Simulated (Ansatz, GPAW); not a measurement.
Given: the input of a run of GPAW 26.7.0 (ASE script) on TiC. The cell is a database's computed one, not the measured one.

The input run.py:

```python
from ase.dft.bandgap import bandgap
from ase.io import read, write
from ase.units import GPa
from gpaw import GPAW, PW

atoms = read('TiC.xyz')

calc = GPAW(mode=PW(800),
            xc='PBE',
            kpts={'size': (11, 11, 11), 'gamma': True},
            occupations={'name': 'methfessel-paxton', 'order': 0, 'width': 0.017},
            nbands=18,
            convergence={'density': 1e-05, 'energy': 1e-05},
            maxiter=150,
            txt='gpaw.txt')
atoms.calc = calc
energy = atoms.get_potential_energy()
forces = atoms.get_forces()
stress = atoms.get_stress()
calc.write('gs.gpw')
write('result.traj', atoms)
print(f'Energy: {energy:.6f} eV')
print('Forces (eV/A):')
print(forces.round(4))
print('Stress (GPa):', (stress / GPa).round(3))
print('Fermi level:', round(calc.get_fermi_level(), 4), 'eV')
print(f'Gap: {bandgap(calc)[0]:.4f} eV, direct: {bandgap(calc, direct=True)[0]:.4f} eV')
```

The input TiC.xyz:

```xyz
2
Lattice="0.0000000000 2.1657188437 2.1657188437 2.1657188437 0.0000000000 2.1657188437 2.1657188437 2.1657188437 0.0000000000" Properties=species:S:1:pos:R:3 pbc="T T T"
Ti     0.0000000000      0.0000000000      0.0000000000
C      2.1657188437      2.1657188437      2.1657188437
```

Potentials or basis: GPAW PAW data sets (gpaw-data 1.2.1), pw.

Command:

```bash
$ OMP_NUM_THREADS=1 python run.py
```

Question: What does the same run look like in Ansatz 0.2.0? Potentials or basis there: all-electron LAPW, scalar-relativistic.

Answer: As run (cutoffs and basis follow the program's own potentials, and thresholds, step limits or extra output files can differ):

input.yaml

```yaml
crystal:
  lattice:
    - [0.0, 2.1657188437, 2.1657188437]
    - [2.1657188437, 0.0, 2.1657188437]
    - [2.1657188437, 2.1657188437, 0.0]
  atoms:
    - { symbol: Ti, position: [0.0, 0.0, 0.0] }
    - { symbol: C, position: [0.5, 0.5, 0.5] }
kpoints:
  mp_grid: { grid: [11, 11, 11] }
scf:
  occupations: { method: gaussian, width: 0.017 }
hamiltonian:
  xc: pbe
  pseudopotentials: { kind: all_electron, lapw: { basis_error: 0.001 } }
output:
  forces: true
  stress: true
  eigenvalues: true
```

Potentials or basis: all-electron LAPW, scalar-relativistic.

Launch:

```bash
$ ansatz run input.yaml --threads 1 --pin off --max-ram 3072MiB --backend cpu --events-out ev --progress --plain --runs-dir out
```

Both were run:

|  | GPAW | Ansatz |
| --- | --- | --- |
| Pressure | 0.9 GPa | 0.2 GPa |

Where Ansatz's input types no cutoff or centring, it takes its own default and a Γ-centred mesh.

Pressure is positive in compression.
